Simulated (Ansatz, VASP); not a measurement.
**CdS in VASP and in Ansatz**

Contents of INCAR:

```
PREC = Accurate
ENCUT = 520
EDIFF = 1E-6
ISMEAR = -1
SIGMA = 0.05
LREAL = False
LASPH = True
NELM = 100
ALGO = Normal
ISIF = 2
LWAVE = False
LCHARG = False
GGA = PE
NBANDS = 16
```

The input KPOINTS:

```
Automatic mesh
0
Gamma
  7 7 5
```

File POSCAR:

```
CdS
1.0
    4.2893900763      0.0000000000      0.0000000000
   -2.1446950382      3.7147207728      0.0000000000
    0.0000000000      0.0000000000      5.8426122916
Cd S
1 1
Direct
    0.0000000000      0.0000000000      0.4426919200
    0.6666666667      0.3333333333      0.4343080800
```

input.yaml

```yaml
crystal:
  lattice:
    - [4.2893900763, 0.0, 0.0]
    - [-2.1446950382, 3.7147207728, 0.0]
    - [0.0, 0.0, 5.8426122916]
  atoms:
    - { symbol: Cd, position: [0.0, 0.0, 0.44269192] }
    - { symbol: S, position: [0.6666666667, 0.3333333333, 0.43430808] }
kpoints:
  mp_grid: { grid: [7, 7, 5] }
scf:
  occupations: { method: fermi_dirac, width: 0.05 }
hamiltonian:
  xc: pbe
  pseudopotentials: { kind: all_electron, lapw: { basis_error: 0.0005 } }
output:
  forces: true
  stress: true
  eigenvalues: true
```

Change from the starting cell: volume scaled by 1.02.

Alike in both runs: task single point; functional PBE; k mesh 7 × 7 × 5; occupations fermi-dirac, width 0.05 eV; no spin polarisation.

|  | VASP | Ansatz |
| --- | --- | --- |
| version | VASP 6.6.1 | Ansatz 0.2.0 |
| potentials or method | VASP PAW PBE potentials, release 64 (Cd, S) | all-electron LAPW, scalar-relativistic |
| plane-wave cutoff (eV) | 520 | see its input |

Ansatz gave:

* gap on the k mesh at the Fermi level (eV): 1.43
* least direct gap on the mesh (eV): 1.44
* pressure (GPa): -0.7
* largest component of the traceless stress (GPa): 0.74
* rms of the force components (eV/Å): 0.006

Estimate VASP's values.

gap on the k mesh at the Fermi level (eV): 1.43; least direct gap on the mesh (eV): 1.44; pressure (GPa): -0.6; largest component of the traceless stress (GPa): 0.58; rms of the force components (eV/Å): 0.004.

Atom by atom the forces differ by 0.001 eV/Å (rms over components). Ansatz ran all-electron here, so the differences hold the error of VASP's frozen core and of both bases.

Caveats: an odd mesh through Γ misses points on the zone boundary, where band edges often lie.
